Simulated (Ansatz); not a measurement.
An Ansatz input and the part of its output that reports the observables at the nuclei.

The cell is an entry of the Crystallography Open Database (COD), relaxed with PBE at fixed cell and then changed (z stretched by 3 %, ions relaxed).

```yaml
crystal:
  lattice:
    - [0.0, 3.2391, 3.336273]
    - [3.2391, 0.0, 3.336273]
    - [3.2391, 3.2391, 0.0]
  atoms:
    - { symbol: In, position: [0.0, 0.0, 0.0] }
    - { symbol: Sb, position: [0.75, 0.75, 0.75] }
kpoints:
  mp_grid: { grid: [12, 12, 12] }
scf:
  occupations: { method: fermi_dirac, width: 0.05 }
hamiltonian:
  xc: pbe
  pseudopotentials: { kind: paw }
output:
  forces: true
  stress: true
  populations: true
  efg:
    quadrupole_moments_barn: { In: 0.772, Sb: -0.543 }
    contact_densities: true
relax:
  f_tol: 0.02
  max_steps: 60
```

```sh
ansatz run input.yaml --threads 1 --pin off --max-ram 3072MiB --backend cpu --events-out ev --progress --plain --runs-dir out
```

The run relaxes the ions first, and the block belongs to the relaxed positions.

Of the output, the block on the nuclei alone is shown; the set-up, the SCF iterations, energies, forces and stress are cut.

```
--- PAW observables at the nuclei: V_zz in 10²¹ V/m², potentials from the cell's mean, atoms counted from 1 ---
  atom   1  In V_zz =    -0.858041   η = 0.0000   by run symmetry: allowed   C_q = -16.0169 MHz
            electrostatic potential = -7936.287666 V   contact ρ = 1133024.613411 e/Å³
  atom   2  Sb V_zz =    +0.868719   η = 0.0000   by run symmetry: allowed   C_q = -11.4060 MHz
            electrostatic potential = -8407.253889 V   contact ρ = 1350072.623225 e/Å³
```

The relaxation (1 step) took 19 s of wall time (18 s of CPU time) and 0.62 GiB at its peak, on 1 thread of Intel Xeon Platinum 8375C CPU @ 2.90GHz (Ice Lake) (x86_64; 16 cores open to the job, memory cap 3.0 GiB, no GPU), a shared host with a load of 0.6 a core.

With no gap above 0.1 eV, as in a metal, the gradients converge slowly in k; expect changes of a tenth or more on a denser mesh. Without spin–orbit coupling (the program notes it for In and Sb) the gradients can shift somewhat, as the gap is small. With these PAW files V_zz is typically within 2 to 3 % of all-electron values, but misses above 10 % occur on Sb. Semilocal functionals make gaps too small and can close them, so the real compound need not be a metal.
